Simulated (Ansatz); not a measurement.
# BaTiO3 (P1) in Ansatz: further runs, part 2 of 2

Ansatz 0.2.0. The steps go on from the part before.

## Step 3: Relaxation of cell and atoms, BLYP

Contents of input.yaml:

```yaml
crystal:
  lattice:
    - [4.53387605, -2.93796388, -2.84448813]
    - [-4.17915424, -2.17324007, 2.57872365]
    - [-4.67623927, 2.67137974, -2.77803116]
  atoms:
    - { symbol: Ba, position: [0.99294384, 0.49864198, 0.49912084] }
    - { symbol: Ba, position: [0.99811969, 0.99663923, 0.000137] }
    - { symbol: Ti, position: [0.49526869, 0.25090263, 0.73929018] }
    - { symbol: Ti, position: [0.49332958, 0.75157672, 0.24081355] }
    - { symbol: O, position: [0.5108239, 0.50216355, 0.01062875] }
    - { symbol: O, position: [0.51040972, 0.0023124, 0.5087025] }
    - { symbol: O, position: [0.49548448, 0.49573515, 0.49912776] }
    - { symbol: O, position: [0.49557131, 0.99266336, 0.99920158] }
    - { symbol: O, position: [0.01119185, 0.00686691, 0.50886708] }
    - { symbol: O, position: [0.00441694, 0.50249807, 0.00167076] }
hamiltonian:
  xc: blyp
  pseudopotentials: { kind: paw }
kpoints:
  mp_grid: { grid: [7, 7, 6] }
scf:
  occupations: { method: fermi_dirac, width: 0.05 }
output:
  forces: true
  stress: true
  eigenvalues: true
relax:
  f_tol: 0.01
  max_steps: 40
  cell: { stress_tol: 0.05 }
```

Potentials or basis: Ansatz PAW.

Launch:

```bash
$ ansatz run input.yaml --threads 4 --pin off --max-ram 11264MiB --backend cpu --events-out ev --progress --plain --runs-dir out
```

The program printed:

```text
Warning: RAYON_NUM_THREADS=4 ignored (pool sized by the plan → 4); use --threads N
Engine: ansatz 0.2.0, x86_64-unknown-linux-gnu
Pseudopotentials: kind: paw
Pseudopotential: Ba, paw, valence charge 10, recommended cutoff 420 eV (normal), Ba.paw.azcp
Pseudopotential: Ti, paw, valence charge 12, recommended cutoff 420 eV (normal), Ti.paw.azcp
Pseudopotential: O, paw, valence charge 6, recommended cutoff 420 eV (normal), O.paw.azcp
Functional definition: BLYP
  parameter beta = 0.0042
  parameter a = 0.04918
  parameter b = 0.132
  parameter c = 0.2533
[... 324 lines left out ...]
  k-point 1: bands = ["-46.9073", "-46.9059", "-23.3059", "-23.2898", "-23.2819", "-23.2614", "-23.2014", "-23.1600", "-15.7684", "-15.6281", "-7.2076", "-6.6554", "-6.6414", "-6.5390", "-6.5247", "-6.3679", "-1.4142", "-1.2404", "-1.1410", "-0.8839", "-0.8670", "-0.7647", "5.4665", "6.1144", "6.1497", "6.7751", "6.8401", "6.9422", "6.9994", "7.0196", "7.0798", "7.4638", "7.6966", "8.0852", "8.1858", "8.5807", "8.6859", "8.7760", "9.0988", "9.2322", "12.0805", "12.2412", "12.4369", "13.1750", "13.2983", "13.5191", "13.9529", "14.0415", "14.5402", "15.1290"]
  k-point 2: bands = ["-46.9070", "-46.9062", "-23.3026", "-23.2933", "-23.2777", "-23.2658", "-23.1927", "-23.1689", "-15.7341", "-15.6538", "-7.1536", "-6.8291", "-6.6362", "-6.5804", "-6.5111", "-6.4307", "-1.2249", "-1.0900", "-0.9089", "-0.8808", "-0.8555", "-0.6416", "5.7485", "6.2301", "6.3341", "6.4815", "6.6279", "6.7542", "6.8467", "6.8744", "7.0645", "7.1475", "7.3201", "7.6585", "8.2301", "8.5085", "8.5649", "8.6810", "8.8671", "8.9980", "12.2779", "12.4552", "12.5929", "12.9004", "13.1281", "13.2517", "14.3801", "14.6388", "15.3087", "15.3273"]
  k-point 147: bands = ["-46.9071", "-46.9061", "-23.3030", "-23.2930", "-23.2753", "-23.2685", "-23.2055", "-23.1560", "-15.7364", "-15.6473", "-7.2039", "-6.8540", "-6.6504", "-6.6081", "-6.5061", "-6.3783", "-1.1849", "-1.0689", "-0.8645", "-0.8211", "-0.7262", "-0.6872", "5.5267", "6.2070", "6.2216", "6.2484", "6.5654", "6.6299", "6.9349", "7.0512", "7.1155", "7.2161", "7.4942", "8.0245", "8.1277", "8.1997", "8.4784", "8.5127", "8.7632", "9.0172", "12.2931", "12.5713", "12.7492", "12.8101", "13.0774", "13.4310", "14.0665", "14.8158", "14.8547", "15.2806"]
--- Relaxed structure (16 steps of the walk, 15 accepted, 4 SCFs on fresh bases) ---
  F+E_penalty+E_count = -20381.81460320 eV   max|allowed force component| = 1.160e-3 eV/Å   (the final SCF, on the basis selected at the relaxed cell)
  cell:  # Å, volume = 141.4037 Å³
    - [4.22391823103678, -2.9320451526554945, -2.9380786670044268]
    - [-4.242726265846184, -2.836531423322701, 2.7964583486577586]
    - [-4.263036542276968, 2.7720644117823543, -2.8299362805960113]
  atoms:
    - { symbol: Ba, position: [0.9842231228813063, 0.48115888564135134, 0.4819130314311725] }
    - { symbol: Ba, position: [0.9842277164950834, 0.9811628243661635, -0.018081609647421632] }
    - { symbol: Ti, position: [0.4677469451428125, 0.21480818824559386, 0.7155633365461638] }
    - { symbol: Ti, position: [0.4677474501406395, 0.7148079605301024, 0.2155646249061721] }
    - { symbol: O, position: [0.5050808394555167, 0.5192845404685835, 0.020040625184300304] }
    - { symbol: O, position: [0.5050795898182981, 0.019282064564076204, 0.5200413089480672] }
    - { symbol: O, position: [0.517249642457468, 0.5170417712733457, 0.5177972311460721] }
    - { symbol: O, position: [0.5172509012297588, 1.0170438887089868, 1.0178003865477006] }
    - { symbol: O, position: [0.02947694432032058, 0.017704893415135835, 0.5184610198786236] }
    - { symbol: O, position: [0.029476848058796357, 0.5177049827866614, 0.01846004505915136] }
```

Run time: 6.9 min. Hardware: 4 threads of Intel Xeon Platinum 8488C (Sapphire Rapids), shared host; peak memory 1.2 GiB.

Results:

```
Free energy                            : -20381.8146 eV
Relaxed volume                         : 14.14 Å³/atom
Relaxed cell                           : a = 5.922 Å, b = 5.820 Å, c = 5.819 Å, α = 86.09°, β = 121.14°, γ = 121.14°
Space group after relaxing (to 0.05 Å) : Pm (No. 6)
Energy gained by relaxing              : 368.8 meV/atom
Ionic steps                            : 19
Pressure after relaxing                : 0.0 GPa
Band gap on the k mesh                 : 2.57 eV
```

The path:
```csv
step,energy change (eV),largest force (eV/Å),volume (Å³)
1,0.0000,1.0473,126.34
2,-1.6106,0.5737,131.98
3,-2.7676,0.5035,130.62
4,-3.2907,0.4970,133.90
5,-3.3785,0.3257,136.98
6,-3.3832,0.1394,140.14
7,-3.3886,0.0083,139.71
8,-3.3890,0.0082,139.62
9,-3.3889,0.0012,139.65
10,-3.6383,0.0054,139.65
11,-3.6742,0.0441,141.66
12,-3.6749,0.0042,141.70
13,-3.6753,0.0067,141.61
14,-3.6857,0.0066,141.61
15,-3.6871,0.0017,141.48
16,-3.6872,0.0053,141.45
17,-3.6872,0.0052,141.45
18,-3.6877,0.0013,141.40
19,-3.6876,0.0012,141.40
```

Final structure:
```yaml
crystal:
  lattice:
    - [4.22392, -2.93205, -2.93808]
    - [-4.24273, -2.83653, 2.79646]
    - [-4.26304, 2.77206, -2.82994]
  atoms:
    - { symbol: Ba, position: [0.98422, 0.48116, 0.48191] }
    - { symbol: Ba, position: [0.98423, 0.98116, 0.98192] }
    - { symbol: Ti, position: [0.46775, 0.21481, 0.71556] }
    - { symbol: Ti, position: [0.46775, 0.71481, 0.21556] }
    - { symbol: O, position: [0.50508, 0.51928, 0.02004] }
    - { symbol: O, position: [0.50508, 0.01928, 0.52004] }
    - { symbol: O, position: [0.51725, 0.51704, 0.51780] }
    - { symbol: O, position: [0.51725, 0.01704, 0.01780] }
    - { symbol: O, position: [0.02948, 0.01770, 0.51846] }
    - { symbol: O, position: [0.02948, 0.51770, 0.01846] }
```

Levels at points of the mesh, in eV from the valence-band top:
```
            k point  band 38  band 39  band 40  band 41  band 42  band 43
 (0.00, 0.00, 0.00)    -0.44    -0.14     0.00     2.57     2.97     3.06
(0.00, 0.00, -0.50)    -0.66    -0.58    -0.58     3.21     3.21     3.52
```

Caveat: odd divisions of the mesh miss points on the zone boundary, where band edges often lie, so the gap on the mesh can be too wide; the plane-wave basis is chosen anew once the cell has moved, so the energies of steps on either side of that aren't comparable; the pressure holds a Pulay correction of +0.6 GPa for the finite cutoff; spin-orbit coupling is left out, which moves the levels of the heavy elements; the volume moved by +12 % from the deposited cell, more than functionals usually miss; the PAW data sets come from PBE, with cores solved anew for the run's functional, which leaves a small shift of forces and pressure. BLYP gives volumes clearly too large for solids.

## Step 4: Single point, PBE

input.yaml: that of step 3 with these lines changed.

```diff
@@ -17,6 +17,6 @@
 hamiltonian:
-  xc: blyp
+  xc: pbe
   pseudopotentials: { kind: paw }
 kpoints:
-  mp_grid: { grid: [7, 7, 6] }
+  mp_grid: { grid: [4, 4, 3] }
 scf:
@@ -27,5 +27,5 @@
   eigenvalues: true
-relax:
-  f_tol: 0.01
-  max_steps: 40
-  cell: { stress_tol: 0.05 }
+  write_density: true
+  write_potential: true
+  elf: true
+  volumetric_format: npy
```

Launch:

```bash
$ ansatz run input.yaml --threads 4 --pin off --max-ram 11264MiB --backend cpu --events-out ev --progress --plain --runs-dir out
```

Wall time 2.8 s (4 threads of Intel Xeon Platinum 8488C (Sapphire Rapids), shared host); peak memory 0.56 GiB.

It converged, with:

```
Free energy            : -20315.9715 eV
Pressure               : 14.6 GPa
Largest force          : 1.008 eV/Å
Band gap on the k mesh : 1.02 eV
```

Forces in eV/Å, atoms in the order of the input:
```
Ba   0.123 -0.223 -0.109
Ba  -0.024 -0.197  0.106
Ti   0.106  0.704 -0.490
Ti   0.191  0.553 -0.430
O   -0.240  0.153  0.114
O   -0.164  0.224  0.177
O    0.034 -0.760  0.315
O   -0.029 -0.913  0.427
O    0.027  0.300  0.054
O   -0.025  0.159 -0.164
```

Stress tensor (GPa, compression positive):
```
 -5.19  12.80  -4.53
 12.80  36.53 -14.93
 -4.53 -14.93  12.44
```

Levels at points of the mesh, in eV from the valence-band top:
```
             k point  band 37  band 38  band 39  band 40  band 41  band 42  band 43  band 44
  (0.00, 0.00, 0.00)    -0.51    -0.17    -0.09     0.00     1.02     1.45     1.64     2.88
 (0.00, -0.50, 0.00)    -1.31    -1.27    -0.99    -0.90     2.52     2.57     2.97     2.98
 (-0.50, 0.00, 0.00)    -1.55    -1.17    -0.85    -0.61     1.62     2.29     3.04     3.09
(-0.50, -0.50, 0.00)    -0.72    -0.69    -0.40    -0.30     2.35     2.42     2.87     2.89
```

Caveat: the k mesh is coarse (spacing up to 0.43 Å⁻¹), so the values aren't converged; odd divisions of the mesh miss points on the zone boundary, where band edges often lie, so the gap on the mesh can be too wide; the pressure holds a Pulay correction of +0.6 GPa for the finite cutoff; spin-orbit coupling is left out, which moves the levels of the heavy elements; forces of over 1 eV/Å show positions far from the minimum, so gaps and moduli don't describe the material at rest.

## Step 5: The runs side by side

| task | level | cell | k mesh | mesh quality | gap on the mesh (eV) | pressure (GPa) | relaxed volume (Å³/atom) |
| --- | --- | --- | --- | --- | --- | --- | --- |
| relaxation of cell and atoms | PBEsol | relaxed | 7 × 7 × 6 | not flagged | 2.31 | 0.0 | 12.69 |
| relaxation of cell and atoms | BLYP | relaxed | 7 × 7 × 6 | not flagged | 2.57 | 0.0 | 14.14 |
| single point | PBE | as given | 4 × 4 × 3 | coarse | 1.02 | 14.6 | - |

Alike in all rows: potentials or basis Ansatz PAW; no spin polarisation; cutoff (eV) 420; smearing fermi-dirac 0.05 eV.

Caveats: some runs use coarse meshes; odd divisions of the mesh miss points on the zone boundary, where band edges often lie, so the gap on the mesh can be too wide; spin-orbit coupling is left out, which moves the levels of the heavy elements; the plane-wave basis is chosen anew once the cell has moved, so the energies of steps on either side of that aren't comparable (some runs); the PAW data sets come from PBE, with cores solved anew for the run's functional, which leaves a small shift of forces and pressure (some runs); the volume moved by +12 % from the deposited cell, more than functionals usually miss (some runs); forces of over 1 eV/Å show positions far from the minimum, so gaps and moduli don't describe the material at rest (some runs).

Absolute energies hang on the potentials; compare differences alone.
